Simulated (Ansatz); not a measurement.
# SrO: the change of pressure with volume per atom

All results are calculated (Ansatz 0.2.0). Density functional stress and forces at fixed atoms, pressure and stress positive in compression, spin-unpolarised plane waves.

Cell of the first row (space group Fm-3m, No. 225):
```
SrO
1.0
      0.0000     2.4767     2.4767
      2.4767     0.0000     2.4767
      2.4767     2.4767     0.0000
Sr O
1 1
Direct
  0.00000 0.00000 0.00000
  0.50000 0.50000 0.50000
```

Settings of every row: periodic directions 3; functional PBE; spin orbit no; potentials PAW; wave cutoff 420 eV; k mesh 8x8x8; smearing width 0.02 eV.

```
row  volume per atom (Å³)  pressure (GPa)
  1                15.192           16.65
  2                15.273           15.84
  3                15.397           14.64
  4                15.672           12.15
  5                 15.92           10.08
  6                16.291            7.28
  7                16.854            3.61
  8                17.171            1.81
  9                18.222           -3.02
 10                18.492           -4.02
 11                19.315               ?
```

Question: what pressure should row 11 give?

Worked fit of pressure. Take u = (V_r/V)^(2/3) − 1 with V_r = 16.105 Å³ an atom, which is twice the finite (Eulerian) strain; such expansions in the strain, on which the Birch-Murnaghan equation of state is built, carry the rest volume and the bulk modulus. The shown rows have u = 0.03967, 0.03599, 0.03043, 0.01834, 0.00773, -0.00763, -0.02985, -0.04183, -0.07904, -0.08802. Least squares give pressure = 8.643 + 182.411 × u + 473.03 × u² + 401 × u³ GPa; a parabola predicts inner rows, each left out in turn, worse (root mean square 0.022 against 0.0024 GPa). All shown rows lie on it to the printed digit. The pressure vanishes at u = -0.0548, or V = 17.53 Å³ an atom, and there the bulk modulus with atoms relaxed is B = −V dP/dV = (2/3)(1 + u) dP/du = 84.5 GPa. The withheld row has u = -0.11412, so the fit gives 8.643 + 182.411 × (-0.11412) + 473.03 × (-0.11412)² + 401 × (-0.11412)³ = -6.61 GPa.

The calculation gave -6.62 GPa. The fit lies 0.01 GPa (0.043 % of the column's range) above it, one unit of the last digit. This row lies beyond the range of the fit.
